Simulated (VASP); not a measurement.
# N: restarted molecular dynamics, 2 variants

N, Pa-3 (no. 205), 8 atoms in the cell. PBE, molecular dynamics; PAW potentials N (PBE set).

| Restart from | Temperature at the end (K) | The same without a restart (K) | Potential energy at the end (eV/atom) | The same without a restart (eV/atom) | Electronic steps in the first step after the restart | Time (s) |
|---|---|---|---|---|---|---|
| CONTCAR with velocities, WAVECAR read | 432.0 | 432.0 | -8.29091 | -8.29091 | 6 | 116 |
| CONTCAR with velocities, no WAVECAR | 432.0 | 432.0 | -8.29091 | -8.29091 | 15 | 119 |

Limits: 60 fs of 8 atoms are too short for converged averages.

## Input of the first row

INCAR.step1:
```
GGA = PE
PREC = Normal
ENCUT = 400
EDIFF = 1E-6
NELMIN = 4
NELM = 60
ALGO = Fast
LREAL = Auto
LASPH = True
ISMEAR = -1
SIGMA = 0.05
ISYM = 0
LWAVE = True
LCHARG = False
IBRION = 0
NSW = 30
POTIM = 1.0
TEBEG = 600
ISIF = 2
RANDOM_SEED = 410920 0 0
MDALGO = 1
ANDERSEN_PROB = 0.0
KPAR = 2
```

INCAR.step2, as INCAR.step1 but for:
```
- LWAVE = True
+ LWAVE = False
```

KPOINTS:
```
k-points
0
Monkhorst-Pack
  2 2 2
```

POSCAR.step1:
```
N
1.0
    5.5605176600      0.0000000000      0.0000000000
    0.0000000000      5.5605176600      0.0000000000
    0.0000000000      0.0000000000      5.5605176600
N
8
Direct
    0.0573973300      0.4426026700      0.5573973300
    0.4426026700      0.5573973300      0.0573973300
    0.5573973300      0.0573973300      0.4426026700
    0.9426026700      0.9426026700      0.9426026700
    0.9426026700      0.5573973300      0.4426026700
    0.5573973300      0.4426026700      0.9426026700
    0.4426026700      0.9426026700      0.5573973300
    0.0573973300      0.0573973300      0.0573973300
```

Commands (each step's output is kept before the next begins):
```
cat potpaw_PBE.64/N/POTCAR > POTCAR
cp INCAR.step1 INCAR
cp POSCAR.step1 POSCAR
mpirun -np 2 vasp_std > vasp.out
cp CONTCAR POSCAR
cp INCAR.step2 INCAR
mpirun -np 2 vasp_std > vasp.out
```

Changes of the last row against the first:
```
(step 1)
- LWAVE = True
+ LWAVE = False
```

VASP 6.6.1 took 116 s on 2 cores (AMD EPYC 7R13 (Zen 3)), a shared host.
